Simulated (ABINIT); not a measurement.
# Quasiparticle gap of AlN (P6_3mc) in ABINIT, part 3 of 3

Wanted: ground state, empty states, screening and self-energy for AlN (P6_3mc).

ABINIT 10.8.3; PBE and many-body steps on it, plane waves. Known limits of the many-body steps: not at the basis limit.

So far. Step 4 (Empty states on the mesh, 6×6×4 mesh, 775 bands): On this mesh the gap is 4.220 eV. Step 5 (Screening, 6×6×4 mesh, 360 bands, screening to 300.4 eV): Local fields lower ε∞ by 9 %.

The database entry behind the starting cell differs from later determinations by our own check (inner coordinate u about 0.002 short), so it need not match the best structure at ambient conditions.

### 6. Self-energy, 6×6×4 mesh, 360 bands, screening to 300.4 eV

The self-energy is evaluated for the states that the input lists, and the levels follow from it, in one-shot runs by the linearised quasiparticle equation.

This step: G0W0 on PBE, plane waves, norm-conserving pseudopotentials.

File run.abi:

```
acell 3*1.0 Angstrom
rprim 
  3.113000000011 -0.000000000003 0.000000000000
  -1.556500000003 2.695937081992 0.000000000000
  0.000000000000 0.000000000000 4.981000000000
ntypat 2
znucl 13 7
natom 4
typat 1 1 2 2
xred 
  0.333333333333 0.666666666667 0.000000000000
  0.666666666667 0.333333333333 0.500000000000
  0.333333333333 0.666666666667 0.380000000000
  0.666666666667 0.333333333333 0.880000000000
pp_dirpath "pseudos"
pseudos "Al.upf, N.upf"
ecut 36
ngkpt 6 6 4
nshiftk 1
shiftk 0 0 0
kptopt 1
chksymbreak 0
istwfk *1
occopt 1
irdwfk 1
optdriver 4
nband 360
gwcalctyp 0
ecutsigx 36
symsigma 1
nkptgw 4
kptgw 
  0.0000000000 0.0000000000 0.0000000000
  0.5000000000 0.0000000000 0.0000000000
  0.0000000000 0.0000000000 0.5000000000
  0.5000000000 0.0000000000 0.5000000000
bdgw 
  6 10
  7 10
  5 10
  7 10
ecuteps 11.04
irdscr 1
ppmodel 1
indata_prefix "in"
outdata_prefix "out"
tmpdata_prefix "tmp"
```

On the command line:

```sh
OMP_NUM_THREADS=1 mpirun -n 4 abinit run.abi > log
```

Numbers of over 12 decimals in the logs are rounded to 6 here.

What it wrote:

```text
.Version 10.8.3 of ABINIT. v10.8.2 released Aug 2026.

 Symmetries : space group P6_3 m c (#186); Bravais hP (primitive hexag.)
[... echo of the input left out ...]
== DATASET  1 ==================================================================
-   mpi_nproc: 4, omp_nthreads: 1 (-1 if OMP is not activated)

--- !DatasetInfo
iteration_state: {dtset: 1, }
dimensions: {natom: 4, nkpt: 21, mband: 360, nsppol: 1, nspinor: 1, nspden: 1, mpw: 2934, }
cutoff_energies: {ecut:  36.0, pawecutdg:  -1.0, }
electrons: {nelect:   1.60000000E+01, charge:   0.00000000E+00, occopt:   1.00000000E+00, tsmear:   1.00000000E-02, }

 SIGMA: Calculation of the GW corrections

 Based on a program developped by R.W. Godby, V. Olevano, G. Onida, and L. Reining.
 Incorporated in ABINIT by V. Olevano, G.-M. Rignanese, and M. Torrent.
.Using double precision arithmetic ; gwpc =  8

[... cell and pseudopotentials left out ...]
--------------------------------------------------------------------------------

 ==== K-mesh for the wavefunctions ====
 Number of points in the irreducible wedge :    21
[... list of points left out ...]
 Together with 12 symmetry operations and time-reversal symmetry
 yields   144 points in the full Brillouin Zone.

 ==== Q-mesh for screening function ====
 Number of points in the irreducible wedge :    21
[... list of points left out ...]
 Together with 12 symmetry operations and time-reversal symmetry
 yields   144 points in the full Brillouin Zone.

 vcoul_init : cutoff-mode = AUXILIARY_FUNCTION
 q-points for optical limit:   1
     1)      0.000010    0.000020    0.000030
 setmesh: FFT mesh size selected  =    27x   27x   54
          total number of points  =        39366

 Number of electrons calculated from density =   16.0000; Expected =   16.0000
 average of density, n =  0.056718
 r_s =    1.6146
 omega_plasma =   22.9728 [eV]

 === KS Band Gaps ===
  >>>> For spin  1
   Minimum direct gap =   4.2205 [eV], located at k-point      :   0.0000  0.0000  0.0000
   Fundamental gap    =   4.2205 [eV], Top of valence bands at :   0.0000  0.0000  0.0000
                                       Bottom of conduction at :   0.0000  0.0000  0.0000
 SIGMA fundamental parameters:
 PLASMON POLE MODEL  1
 number of plane-waves for SigmaX                 2863
 number of plane-waves for SigmaC and W            513
 number of plane-waves for wavefunctions          2863
 number of bands                                   360
 number of independent spin polarizations            1
 number of spinorial components                      1
 number of k-points in IBZ                          21
 number of q-points in IBZ                          21
 number of symmetry operations                      12
 number of k-points in BZ                          144
 number of q-points in BZ                          144
 number of frequencies for dSigma/dE                 9
 frequency step for dSigma/dE [eV]                0.25
 number of omega for Sigma on real axis              0
 max omega for Sigma on real axis  [eV]           0.00
 zcut for avoiding poles [eV]                     0.10

 EPSILON^-1 parameters (SCR file):
 dimension of the eps^-1 matrix on file            513
 dimension of the eps^-1 matrix used               513
 number of plane-waves for wavefunctions          2863
 number of bands                                   360
 number of q-points in IBZ                          21
 number of frequencies                               2
 number of real frequencies                          1
 number of imag frequencies                          1

 matrix elements of self-energy operator (all in [eV])

 Perturbative Calculation

--- !SelfEnergy_ee
iteration_state: {dtset: 1, }
kpoint     : [   0.000,    0.000,    0.000, ]
spin       : 1
KS_gap     :    4.220
QP_gap     :    5.657
Delta_QP_KS:    1.437
data: !SigmaeeData |
     Band     E0 <VxcDFT>   SigX SigC(E0)      Z dSigC/dE  Sig(E)    E-E0       E
        6   5.135 -16.968 -20.992   2.772   0.785  -0.273 -17.951  -0.983   4.152
        7   5.135 -16.968 -20.992   2.772   0.785  -0.273 -17.951  -0.983   4.152
        8   5.314 -17.078 -21.024   2.728   0.785  -0.273 -18.034  -0.957   4.358
        9   9.535 -12.527  -8.048  -3.890   0.816  -0.225 -12.047   0.480  10.015
       10  11.990 -10.836  -5.799  -4.370   0.826  -0.210 -10.285   0.551  12.541

--- !SelfEnergy_ee
iteration_state: {dtset: 1, }
kpoint     : [   0.500,    0.000,    0.000, ]
spin       : 1
KS_gap     :    6.484
QP_gap     :    8.097
Delta_QP_KS:    1.613
data: !SigmaeeData |
     Band     E0 <VxcDFT>   SigX SigC(E0)      Z dSigC/dE  Sig(E)    E-E0       E
        7   3.548 -14.921 -19.319   2.873   0.787  -0.271 -16.122  -1.200   2.348
        8   4.656 -16.590 -20.840   2.884   0.784  -0.275 -17.661  -1.070   3.586
        9  11.140 -10.682  -5.950  -4.075   0.825  -0.212 -10.140   0.542  11.682
       10  11.158  -9.571  -4.835  -4.177   0.834  -0.199  -9.105   0.465  11.624

--- !SelfEnergy_ee
iteration_state: {dtset: 1, }
kpoint     : [   0.000,    0.000,    0.500, ]
spin       : 1
KS_gap     :    6.981
QP_gap     :    8.677
Delta_QP_KS:    1.696
data: !SigmaeeData |
     Band     E0 <VxcDFT>   SigX SigC(E0)      Z dSigC/dE  Sig(E)    E-E0       E
        5   4.800 -16.707 -20.895   2.860   0.785  -0.274 -17.749  -1.043   3.757
[...]
10  11.781 -12.809  -7.707  -4.297   0.811  -0.233 -12.156   0.653  12.434

--- !SelfEnergy_ee
iteration_state: {dtset: 1, }
kpoint     : [   0.500,    0.000,    0.500, ]
spin       : 1
KS_gap     :    6.686
QP_gap     :    8.292
Delta_QP_KS:    1.606
data: !SigmaeeData |
     Band     E0 <VxcDFT>   SigX SigC(E0)      Z dSigC/dE  Sig(E)    E-E0       E
        7   3.965 -15.852 -20.275   2.950   0.784  -0.276 -17.007  -1.155   2.810
        8   3.965 -15.852 -20.275   2.950   0.784  -0.276 -17.007  -1.155   2.810
        9  10.650 -10.137  -5.517  -4.077   0.830  -0.205  -9.686   0.451  11.101
       10  10.650 -10.137  -5.517  -4.077   0.830  -0.205  -9.686   0.451  11.101

== END DATASET(S) ==============================================================
================================================================================

 -outvars: echo values of variables after computation  --------
           etotal      0.0000000000E+00
            nband         360
             nkpt          21
          spgroup         186
 [... the other variables as echoed above ...]

 Calculation completed.
```

It took 9.8 min on 4 MPI ranks of Arm Neoverse V1, shared host; peak memory 4.6 GiB; 39 min of CPU time.

Numbers from this step:

```yaml
g0w0_gap_on_the_mesh: 5.657 eV
starting_gap_on_the_mesh: 4.220 eV
k_of_the_valence_top: 0, 0, 0
k_of_the_conduction_bottom: 0, 0, 0
z_at_the_valence_top: 0.785
z_at_the_conduction_bottom: 0.816
least_direct_g0w0_gap_on_the_computed_points: 5.657 eV
```

The gap on the mesh goes from 4.22 eV to 5.66 eV, a correction of +1.44 eV.

Limits: finite bands, cutoff and mesh. v1 is the top filled band, c1 the lowest empty one. Levels before and after the correction, in eV, zero at the valence-band top of each column:

|  | conduction bottom | valence top |
| --- | --- | --- |
| Kohn-Sham | 4.22 | 0.00 |
| G0W0 | 5.66 | 0.00 |

|  | level | energy (eV) |
| --- | --- | --- |
| Kohn-Sham | Γ v3-v2 | -0.180 |
| Kohn-Sham | Γ v1 | 0.000 |
| Kohn-Sham | Γ c1 | 4.221 |
| Kohn-Sham | Γ c2 | 6.676 |
| G0W0 | Γ v3-v2 | -0.206 |
| G0W0 | Γ v1 | 0.000 |
| G0W0 | Γ c1 | 5.657 |
| G0W0 | Γ c2 | 8.183 |

### 7. Where the time went

Times are wall times on 4 MPI ranks of Arm Neoverse V1, shared host, good to a factor of about two.

| step | time | share | memory (GiB) |
| --- | --- | --- | --- |
| ground state | 8.5 s | 0 % | 0.28 |
| bands along the symmetry lines | 11 s | 1 % | 0.3 |
| empty states on the mesh | 2.1 min | 7 % | 2.2 |
| screening | 17 min | 58 % | 3.8 |
| self-energy | 9.8 min | 34 % | 4.6 |

### 8. Outcome

```json
{"PBE gap": "4.22 eV, direct", "G0W0 gap on the mesh": "5.66 eV", "GW settings": "6×6×4 mesh, 360 bands, screening to 300.4 eV, Godby-Needs plasmon pole", "known limits": "not at the basis limit"}
```

In words: G0W0 moves the gap on the mesh from 4.22 eV to 5.66 eV (+1.44 eV), with Z of 0.79 and 0.82 at the edges. Local fields lower the RPA ε∞ on this mesh from 4.64 to 4.21. The dearest step here is «screening». Bands and cutoff are finite, so the gap is not at the basis limit. The miss can reach some tenths of an eV and take either sign; the mesh is an error of its own.

[Paths, hosts, dates, memory and timing lines, banners, echoed tables and standing remarks are left out of the program output.]

[Logs are printed without paths, hosts, clocks, repeated set-up lines and the standing remarks that a program may print on its own settings, such as how far it seeks lower states.]

[Runs of the session that timed out or met a known fault of the program may be left out.]

[Hosts, paths, dates, database ids (printed as entryN), source tags and the programs' standing remarks are cut or masked in the printed files.]

[G0W0 gaps are taken among the corrected bands and points alone; a level outside them can change the order at an edge.]

[Where Ansatz stands beside ABINIT at settings called matched, ABINIT's density can come from a denser mesh and the files from another edition; pairs whose starting gaps differed by over 0.03 eV were left out, so agreement reads better than it is.]
